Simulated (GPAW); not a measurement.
# Co (P6_3/mmc) in GPAW: notebook

Runs on Co. Level: PBE. Tasks: single point.

Program: GPAW 26.7.0. These are calculated values, not measurements. Logs are shortened: lines on timing, memory, paths and dates and some standing lists are left out, and cuts for length are marked. The log counts tension as positive stress, the text compression.

## Step 1: Starting point

The structure is hexagonal, space group P6_3/mmc (No. 194). Conventional cell: a = 2.472 Å, b = 2.472 Å, c = 4.021 Å, α = 90.00°, β = 90.00°, γ = 120.00°. Around Co (site symmetry -6m2) lie 12 Co at 2.47 Å.

## Step 2: Single point, PBE, collinear spin, ferromagnetic start

File run.py:

```python
from ase import Atoms
from ase.dft.bandgap import bandgap
from ase.io import write
from ase.units import GPa
from gpaw import GPAW, PW

atoms = Atoms(['Co', 'Co'],
              cell=[[2.4719999032, 0.0, 0.0],
                    [-1.2359999516, 2.1408147143, 0.0],
                    [0.0, 0.0, 4.02114408]],
              scaled_positions=[[0.6666666667, 0.3333333333, 0.75],
                                [0.3333333333, 0.6666666667, 0.25]],
              pbc=True)
atoms.set_initial_magnetic_moments([2.0, 2.0])

calc = GPAW(mode=PW(600),
            xc='PBE',
            kpts={'size': (12, 12, 7), 'gamma': True},
            occupations={'name': 'methfessel-paxton', 'order': 0, 'width': 0.011},
            nbands=21,
            convergence={'density': 1e-05, 'energy': 1e-05},
            maxiter=150,
            txt='gpaw.txt')
atoms.calc = calc
energy = atoms.get_potential_energy()
forces = atoms.get_forces()
stress = atoms.get_stress()
calc.write('gs.gpw')
write('result.traj', atoms)
print(f'Energy: {energy:.6f} eV')
print('Forces (eV/A):')
print(forces.round(4))
print('Stress (GPa):', (stress / GPa).round(3))
print('Moments:', calc.get_magnetic_moments().round(3))
print('Fermi level:', round(calc.get_fermi_level(), 4), 'eV')
print(f'Gap: {bandgap(calc)[0]:.4f} eV, direct: {bandgap(calc, direct=True)[0]:.4f} eV')
```

Potentials or basis: GPAW PAW data sets (gpaw-data 1.2.1), pw.

Run with:

```bash
$ OMP_NUM_THREADS=1 python run.py
```

gpaw.txt:

```text
__  _  _
 | _ |_)|_||  |
 |__||  | ||/\| - 26.7.0

Input parameters:
  mode=PW(ecut=600.0),
  convergence={'density': 1e-05, 'energy': 1e-05},
  kpts=MonkhorstPack(size=(12, 12, 7), gamma=True),
  maxiter=150,
  nbands=21,
  occupations=Occupations(name='methfessel-paxton', order=0, width=0.011),
  xc=XC(name='PBE')

Diagonalizing LCAO Hamiltonian
Converting LCAO to pw mode

          Co

        Co

Atoms  # Å, Bohr magnetons
|   | symbol |         x |        y |        z |    initial magnetic moments |
|---|--------|-----------|----------|----------|-----------------------------|
| 0 |     Co |  1.236000 | 0.713605 | 3.015858 | ( 0.0000,  0.0000,  2.0000) |
| 1 |     Co | -0.000000 | 1.427210 | 1.005286 | ( 0.0000,  0.0000,  2.0000) |

Unit cell  # Å
| periodic |         x |        y |        z |  lengths |     angles |
|----------|-----------|----------|----------|----------|------------|
|      yes |  2.472000 | 0.000000 | 0.000000 | 2.472000 |  90.000000 |
|      yes | -1.236000 | 2.140815 | 0.000000 | 2.472000 |  90.000000 |
|      yes |  0.000000 | 0.000000 | 4.021144 | 4.021144 | 120.000000 |

Number of symmetries: 12
Symmetry operations  # r_c * U_cc + t_c -> r_c
|    | kind |            matrix            |
|----|------|------------------------------|
|  0 |  σ   |  1, 1, 0,  0,-1, 0,  0, 0, 1 |
|  1 |  S6  |  1, 1, 0, -1, 0, 0,  0, 0,-1 |
|  2 |  E   |  1, 0, 0,  0, 1, 0,  0, 0, 1 |
|  3 |  C2  |  1, 0, 0, -1,-1, 0,  0, 0,-1 |
|  4 |  C2  |  0, 1, 0,  1, 0, 0,  0, 0,-1 |
|  5 |  C3  |  0, 1, 0, -1,-1, 0,  0, 0, 1 |
|  6 |  S6  |  0,-1, 0,  1, 1, 0,  0, 0,-1 |
|  7 |  σ   |  0,-1, 0, -1, 0, 0,  0, 0, 1 |
|  8 |  σ   | -1, 0, 0,  1, 1, 0,  0, 0, 1 |
|  9 |  i   | -1, 0, 0,  0,-1, 0,  0, 0,-1 |
| 10 |  C3  | -1,-1, 0,  1, 0, 0,  0, 0, 1 |
| 11 |  C2  | -1,-1, 0,  0, 1, 0,  0, 0,-1 |

BZ-sampling:
  Number of BZ points: 1008
  Number of IBZ points: 112

  Monkhorst-Pack size: [12, 12, 7]
  Monkhorst-Pack shift: [0.041666666666666664, 0.041666666666666664, 0.0]

K-points  # in reciprocal-cell coordinates
|     |                                coordinates |     weight |
|-----|--------------------------------------------|------------|
|   0 | ( -0.00000000,  -0.00000000,   0.00000000) | 0.00099206 |
|   1 | ( -0.00000000,  -0.00000000,   0.14285714) | 0.00198413 |
|   2 | ( -0.00000000,  -0.00000000,   0.28571429) | 0.00198413 |
|   3 | ( -0.00000000,  -0.00000000,   0.42857143) | 0.00198413 |
|   4 | (  0.08333333,  -0.00000000,  -0.42857143) | 0.00595238 |
|   5 | (  0.08333333,  -0.00000000,  -0.28571429) | 0.00595238 |
|   6 | (  0.08333333,  -0.00000000,  -0.14285714) | 0.00595238 |
|   7 | (  0.08333333,  -0.00000000,   0.00000000) | 0.00595238 |
|   8 | (  0.08333333,  -0.00000000,   0.14285714) | 0.00595238 |
|   9 | (  0.08333333,  -0.00000000,   0.28571429) | 0.00595238 |
| ... |                                            |            |
| 111 | (  0.50000000,   0.50000000,   0.42857143) | 0.00595238 |

Plane wave coefficients: 744
Cutoff: 600.0 eV

Spin-components: 2 (collinear spins)
Bands:           21
Projectors:      12
Spin-degeneracy: 1
Datatype:        complex128

Parallelization:
  kpt:    1
  domain: 1
  band:   1

Density:
  Valence electrons: 18.0
  Components: 2
  Grid points: [14 14 24]
  Charge: 0.0  # |e|

Potential:
  Grid points: [14 14 24]

species:
  Co:
    name:    Cobalt
    Z:       27.0
    valence: 9
    core:    18
    charge:  0.0  # [|e|]
    compensation charges:
      type: gauss
      rc: 0.32  # [Å]
      lmax: 2
    cutoffs:
      filter: 1.87  # [Å]
      core: 2.55  # [Å]
    projectors
    | kind |    occ | energy [eV] | rcut [Å] |
    |------|--------|-------------|----------|
    |   4s |  2.000 |      -5.469 |    1.005 |
    |   4p |  0.000 |      -1.277 |    1.058 |
    |   3d |  7.000 |      -8.205 |    1.005 |
    |    s |        |      21.742 |    1.005 |
    |    p |        |      25.934 |    1.058 |
    |    d |        |      19.007 |    1.005 |

    Using partial waves for Co as LCAO basis

Reference energy: -75805.419811  # eV

eigensolver:
  PPCG
  Converge bands: occupied
  niter=2

density mixing:
  MSR1-Mixer
  Pratt-step length: 0.05
  Maximum mixing coefficient: 0.75
  Old densities: 10
  SVD Regularization: 0.005
  Good broyden scale: 1.0
  Trust region scale: 1.0
  Backstep threshold: 4.0
  History deletion threshold: 6.0
  Fourier metric: weight=20.0, sigma=0.015

occupation numbers:
  Methfessel-Paxton:
    width: 0.0110  # eV
    order: 0

poisson solver:
  ecut: 4800.0  # eV

xc functional:
  name: PBE with 2 nearest neighbor stencil

convergence criteria:
- Maximum integral of absolute [dens]ity change: 1e-05 electrons / valence electron
- Maximum [total energy] change in last 3 cyles: 1e-05 eV / valence electron
- Maximum integral of absolute [eigenst]ate change: 4e-08 eV^2 / valence electron
maximum number of iterations: 150

SCF iterations
|iter     | |      energy | eigst |  dens |  magmom |
|---------|-|-------------|-------|-------|---------|
|iter:   1| |  -16.457880 | +0.28 |       |  +4.0063|
|iter:   2| |  -16.450087 | -2.14 | -1.19 |  +3.9733|
|iter:   3| |  -16.477923 | -2.75 | -1.23 |  +3.7224|
|iter:   4| |  -16.510761 | -3.65 | -1.47 |  +3.5468|
|iter:   5| |  -16.536733 | -3.43 | -1.66 |  +3.2831|
|iter:   6| |  -16.538340 | -4.58 | -2.28 |  +3.2230|
|iter:   7| |  -16.538597 | -4.94 | -2.68 |  +3.2130|
|iter:   8| |  -16.538598 | -6.90 | -3.36 |  +3.2157|
|iter:   9| |  -16.538599c| -8.04c| -3.73 |  +3.2180|
|iter:  10| |  -16.538599c| -8.37c| -4.81 |  +3.2181|
|iter:  11| |  -16.538599c| -8.85c| -5.18c|  +3.2182|

Converged in 11 steps
Energy contributions relative to reference atoms: (reference = -75805.419811)

Energy contributions:
  Kinetic:          21.422332
  Coulomb:         -17.520829
  Zero:             -0.087697
  External:          0.000000
  Xc:              -20.352355
  Entropy:          -0.000099
  Spinorbit:         0.000000
  ----------------------------
  Free energy:     -16.538648
  Extrapolated:    -16.538599

dipole moment: (-0.000001, -0.000002, -0.000003)  # |e|*Ang

Total magnetic moment: (0.000000, 0.000000, 3.218173)

Local magnetic moments
|        x |        y |        z |
|----------|----------|----------|
| 0.000000 | 0.000000 | 1.681649 |  # Co   0
| 0.000000 | 0.000000 | 1.681649 |  # Co   1

Fermi level: 10.933
Eigenvalues  # (at kpt = [-0.000, -0.000, 0.000])
| band index |      eig [eV] | occ [0-1] |      eig [eV] | occ [0-1] |
|------------|---------------|-----------|---------------|-----------|
|          0 |         1.771 |     1.000 |         1.763 |     1.000 |
|        ... |               |           |               |           |
|          3 |         8.311 |     1.000 |         9.958 |     1.000 |
|          4 |         8.311 |     1.000 |         9.958 |     1.000 |
|          5 |         8.630 |     1.000 |        10.333 |     1.000 |
|          6 |         8.630 |     1.000 |        10.333 |     1.000 |
|          7 |         9.021 |     1.000 |        10.572 |     1.000 |
|          8 |         9.021 |     1.000 |        10.792 |     1.000 |
|          9 |        10.146 |     1.000 |        10.792 |     1.000 |
|         10 |        10.146 |     1.000 |        12.040 |     0.000 |
|         11 |        10.652 |     1.000 |        12.040 |     0.000 |
|         12 |        17.338 |     0.000 |        18.395 |     0.000 |
|         13 |        33.283 |     0.000 |        32.957 |     0.000 |
|         14 |        35.862 |     0.000 |        36.232 |     0.000 |
|         15 |        35.862 |     0.000 |        36.232 |     0.000 |
|         16 |        36.445 |     0.000 |        36.237 |     0.000 |
|         17 |        36.638 |     0.000 |        36.355 |     0.000 |
|         18 |        37.020 |     0.000 |        37.358 |     0.000 |
|        ... |               |           |               |           |
|         20 |        40.779 |     0.000 |        41.774 |     0.000 |

No gap
No difference between direct/indirect transitions

Forces  # eV/Ang
|       x |        y |        z |
|---------|----------|----------|
| 0.00000 | -0.00000 | -0.00007 |  # Co   0
| 0.00000 |  0.00000 |  0.00007 |  # Co   1

Stress tensor  # eV/Ang^3
|         x |         y |         z |
|-----------|-----------|-----------|
| -0.037484 |  0.000000 |  0.000000 |
|  0.000000 | -0.037484 |  0.000000 |
|  0.000000 |  0.000000 | -0.015252 |

# Writing to gs.gpw (mode='')
```

It took 59 s on 1 thread of Arm Neoverse V1, shared host; peak memory 0.2 GiB.

Results:

* Free energy: -16.5386 eV
* Pressure: 4.8 GPa
* Band gap on the k mesh: none (metal or under the smearing width)
* Net moment: 3.22 μB per cell
* Site moments: Co +1.68 μB

Levels at points of the mesh, in eV from the Fermi level:
Spin up:
| k point | band 9 | band 10 | band 11 | band 12 | band 13 | band 14 |
| --- | --- | --- | --- | --- | --- | --- |
| (0.00, 0.00, 0.00) | -1.91 | -0.79 | -0.79 | -0.28 | 6.40 | 22.35 |
| (0.50, 0.50, 0.00) | -0.56 | -0.48 | 1.33 | 3.39 | 9.74 | 10.41 |
Spin down:
| k point | band 5 | band 6 | band 7 | band 8 | band 9 | band 10 |
| --- | --- | --- | --- | --- | --- | --- |
| (0.00, 0.00, 0.00) | -0.97 | -0.60 | -0.60 | -0.36 | -0.14 | -0.14 |
| (0.50, 0.50, 0.00) | -1.12 | -1.10 | -0.65 | 1.27 | 1.37 | 1.44 |

## Step 3: Single point, PBE, collinear spin, ferromagnetic start

run.py, as its differences from that of step 2:

```diff
@@ -18,3 +18,3 @@
             kpts={'size': (12, 12, 7), 'gamma': True},
-            occupations={'name': 'methfessel-paxton', 'order': 0, 'width': 0.011},
+            occupations={'name': 'methfessel-paxton', 'order': 0, 'width': 0.012},
             nbands=21,
```

Potentials or basis: GPAW PAW data sets (gpaw-data 1.2.1), pw.

Run with:

```bash
$ OMP_NUM_THREADS=1 python run.py
```

gpaw.txt:

```text
__  _  _
 | _ |_)|_||  |
 |__||  | ||/\| - 26.7.0

Input parameters:
  mode=PW(ecut=600.0),
  convergence={'density': 1e-05, 'energy': 1e-05},
  kpts=MonkhorstPack(size=(12, 12, 7), gamma=True),
  maxiter=150,
  nbands=21,
  occupations=Occupations(name='methfessel-paxton', order=0, width=0.012),
  xc=XC(name='PBE')

Diagonalizing LCAO Hamiltonian
Converting LCAO to pw mode

          Co

        Co

Atoms  # Å, Bohr magnetons
|   | symbol |         x |        y |        z |    initial magnetic moments |
|---|--------|-----------|----------|----------|-----------------------------|
| 0 |     Co |  1.236000 | 0.713605 | 3.015858 | ( 0.0000,  0.0000,  2.0000) |
| 1 |     Co | -0.000000 | 1.427210 | 1.005286 | ( 0.0000,  0.0000,  2.0000) |

Unit cell  # Å
| periodic |         x |        y |        z |  lengths |     angles |
[... 162 lines left out ...]
Total magnetic moment: (0.000000, 0.000000, 3.218075)

Local magnetic moments
|        x |        y |        z |
|----------|----------|----------|
| 0.000000 | 0.000000 | 1.681614 |  # Co   0
| 0.000000 | 0.000000 | 1.681614 |  # Co   1

Fermi level: 10.932
Eigenvalues  # (at kpt = [-0.000, -0.000, 0.000])
| band index |      eig [eV] | occ [0-1] |      eig [eV] | occ [0-1] |
|------------|---------------|-----------|---------------|-----------|
|          0 |         1.771 |     1.000 |         1.763 |     1.000 |
|        ... |               |           |               |           |
|          3 |         8.311 |     1.000 |         9.958 |     1.000 |
|          4 |         8.311 |     1.000 |         9.958 |     1.000 |
|          5 |         8.630 |     1.000 |        10.333 |     1.000 |
|          6 |         8.630 |     1.000 |        10.333 |     1.000 |
|          7 |         9.021 |     1.000 |        10.572 |     1.000 |
|          8 |         9.021 |     1.000 |        10.792 |     1.000 |
[... 8 lines left out ...]
|         17 |        36.638 |     0.000 |        36.355 |     0.000 |
|         18 |        37.020 |     0.000 |        37.358 |     0.000 |
|        ... |               |           |               |           |
|         20 |        40.779 |     0.000 |        41.774 |     0.000 |

No gap
No difference between direct/indirect transitions

Forces  # eV/Ang
|       x |        y |        z |
|---------|----------|----------|
| 0.00000 |  0.00000 | -0.00007 |  # Co   0
| 0.00000 | -0.00000 |  0.00007 |  # Co   1

Stress tensor  # eV/Ang^3
|         x |         y |         z |
|-----------|-----------|-----------|
| -0.037453 |  0.000000 |  0.000000 |
|  0.000000 | -0.037453 |  0.000000 |
|  0.000000 |  0.000000 | -0.015295 |

# Writing to gs.gpw (mode='')
```

Run time: 59 s. Hardware: 1 thread of Arm Neoverse V1, shared host; peak memory 0.2 GiB.

Results:

```
Free energy            : -16.5387 eV
Pressure               : 4.8 GPa
Band gap on the k mesh : none (metal or under the smearing width)
Net moment             : 3.22 μB per cell
Site moments           : Co +1.68 μB
```

Levels at points of the mesh, in eV from the Fermi level:
Spin up:
```csv
k point,band 8,band 9,band 10,band 11,band 12,band 13,band 14,band 15
"(0.00, 0.00, 0.00)",-1.91,-1.91,-0.79,-0.79,-0.28,6.41,22.35,24.93
"(0.50, 0.50, 0.00)",-0.63,-0.56,-0.48,1.33,3.39,9.74,10.41,12.81
```
Spin down:
```csv
k point,band 3,band 4,band 5,band 6,band 7,band 8,band 9,band 10,band 11,band 12
"(0.00, 0.00, 0.00)",-1.04,-0.97,-0.97,-0.60,-0.60,-0.36,-0.14,-0.14,1.11,1.11
"(0.50, 0.50, 0.00)",-3.37,-1.96,-1.12,-1.10,-0.65,1.27,1.37,1.44,2.62,4.40
```
